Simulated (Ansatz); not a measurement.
## MgSe squeezed and stretched

A database entry relaxed whole under r2SCAN (Fm-3m):

```
Mg Se
1.0
     0.00000    2.73667    2.73667
     2.73667    0.00000    2.73667
     2.73667    2.73667    0.00000
Mg Se
1 1
Cartesian
  0.0000 0.0000 0.0000
  2.7367 2.7367 2.7367
```

The cell was scaled uniformly, its shape held, and the atoms relaxed at each volume with plane-wave PAW DFT (Ansatz 0.2.0; r2SCAN, 500 eV, 10×10×10 Γ-centred mesh, fermi-dirac occupations of width 0.020 eV; no spin, no spin-orbit coupling). One row is withheld.

```csv
volume (Å³/atom),energy over the lowest (meV/atom),pressure (GPa),gap over mesh and path (eV)
19.266,16.9,4.64,2.593
19.676,?,?,?
20.086,1.7,1.39,2.520
20.496,0.0,-0.01,2.484
20.906,1.7,-1.27,2.449
21.316,6.4,-2.40,2.414
21.726,13.9,-3.43,2.380
```

Fit the pressures of the other rows to the third-order Birch-Murnaghan form.

With f = [(V₀/V)^(2/3) − 1]/2 and P = 3B₀f(1 + 2f)^(5/2)[1 + 3(B₀′ − 4)f/2], least squares gives V₀ = 20.49 Å³ an atom, B₀ = 66.3 GPa and B₀′ = 4.1; the rows miss the fit by less than 0.01 GPa. The slope of the energies differs from these pressures by less than 0.05 GPa.

How does the gap move with volume?

A parabola in ln(V/V₀) through the other rows has the slope dE_g/d ln V = -1.8 eV at V₀, so by B₀ the gap moves by +27 meV a GPa: it widens under pressure.

What does the withheld row hold?

The fit gives 2.93 GPa at 19.676 Å³; the run gave 2.93 GPa and 7.2 meV an atom. Its gap is 2.556 eV, against 2.556 eV from the parabola.

Caveats: the shape of the cell was held; 0 K, fixed nuclei; the symmetry was kept, and this need not be the phase that is stable at 0 K; one mesh for all volumes; r2SCAN gaps lie as a rule under measured ones; the slope of the gap can be off by tens of per cent, more where shallow d levels or spin-orbit coupling act on the edges; no spin-orbit coupling, which narrows gaps of heavier elements; pressure is positive in compression.
